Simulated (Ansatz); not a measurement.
# Response of NaI to small distortions

```
Na I
1.0
     0.00000    3.23640    3.23640
     3.23640    0.00000    3.23640
     3.23640    3.23640    0.00000
Na I
1 1
Cartesian
  0.0000 0.0000 0.0000
  3.2364 3.2364 3.2364
```

Atom numbers follow the list: Na1, I2.

The cell is COD entry 9008681, as deposited and not checked against the literature; nothing was relaxed.

No spin–orbit coupling, which matters for the heavy atoms here.

Level of theory: Ansatz 0.2.0, DFT, PBE, PAW with Ansatz's default frozen-core files, scalar-relativistic.

The runs use a Γ-centred 8×8×8 k mesh, Fermi–Dirac smearing of 0.02 eV, cutoff 420 eV, no spin polarisation.

The unchanged cell is at 0.42 GPa.

x, y and z are the Cartesian axes of the cell as listed; fractional coordinates follow a strain, and an engineering shear is twice the off-diagonal strain component.

Vzz stands for the principal value of largest size of the field-gradient tensor, whatever its axis.

No spin–orbit coupling: at heavy atoms the gradients can be off by tens of per cent for that reason.

Task: With this change (equal xy, yz and zx engineering shear strains of +1.5 %), what becomes of the energy and stress and field gradients and gap?

Result: Energy change +0.5 meV/atom; stress change (xx, yy, zz, yz, xz, xy) 0.00, 0.00, 0.00, -0.11, -0.11, -0.11 GPa, compression positive; Vzz in 10²¹ V/m²: Na1 0 → -0.04 (η = 0.00), I2 0 → 1.40 (η = 0.00); gap on the k mesh 3.64 → 3.61 eV.

Task: With this change (xy engineering shear strain of +2 %), what becomes of the energy and stress and field gradients and gap?

Result: Energy change +0.3 meV/atom; stress change (xx, yy, zz, yz, xz, xy) 0.00, 0.00, 0.00, 0.00, 0.00, -0.14 GPa, compression positive; Vzz in 10²¹ V/m²: Na1 0 → -0.03 (η = 0.81), I2 0 → -0.92 (η = 0.96); gap on the k mesh 3.64 → 3.60 eV.

With atom 2 (I) moved by (0.0000, 0.0000, 0.2000) Å: energy change +9.6 meV/atom; stress change (xx, yy, zz, yz, xz, xy) -0.04, -0.04, 0.73, 0.00, 0.00, 0.00 GPa, compression positive; change of the force on I2 (0.000, 0.000, -0.206) eV/Å; Vzz in 10²¹ V/m²: Na1 0 → -0.12 (η = 0.00), I2 0 → -0.48 (η = 0.00); gap on the k mesh 3.64 → 3.65 eV.

Task: What force constant does this one finite step give for I2 along its displacement (all its periodic images move with it)?

Result: k = −ΔF·u/|u|² = 1.03 eV/Å², so the force pulls the atom back.
